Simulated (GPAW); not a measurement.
Te:

```xyz
3
Lattice="4.4540 0.0000 0.0000 -2.2270 3.8573 0.0000 0.0000 0.0000 5.9240" Properties=species:S:1:pos:R:3 pbc="T T T"
Te    1.6279    2.8197    0.0000
Te   -0.5991    1.0376    3.9493
Te    1.1981    0.0000    1.9747
```

Base run:

| Property | Result |
| --- | --- |
| Program | GPAW 26.7.0 |
| Functional | GLLB-SC |
| Potentials or basis | the program's PAW data sets (release 1.2.1) made for this functional |
| Cutoff | 400 eV |
| Basis | pw |
| k mesh | 6 × 6 × 4 |
| Occupations | fermi-dirac, width 0.001 eV |
| Spin | no spin polarisation |

Its results: band gap on the k mesh, kohn-sham part alone 0.30 eV, direct.

Q: The run is repeated on the same cell with these changes: functional from GLLB-SC to RPBE. What comes out?

A: Band gap on the k mesh 0.20 eV, direct.

Caveats: with so narrow a direct gap the onset needs a denser k mesh; the long-wavelength limit can be off by a per cent or two; spin-orbit coupling is left out, which moves the levels of the heavy elements; an odd mesh through Γ misses points on the zone boundary, where band edges often lie; a model potential gives levels but no total energy (some runs); response on these states lacks terms of the Hamiltonian (some runs).

Not every run made on this cell is shown here.
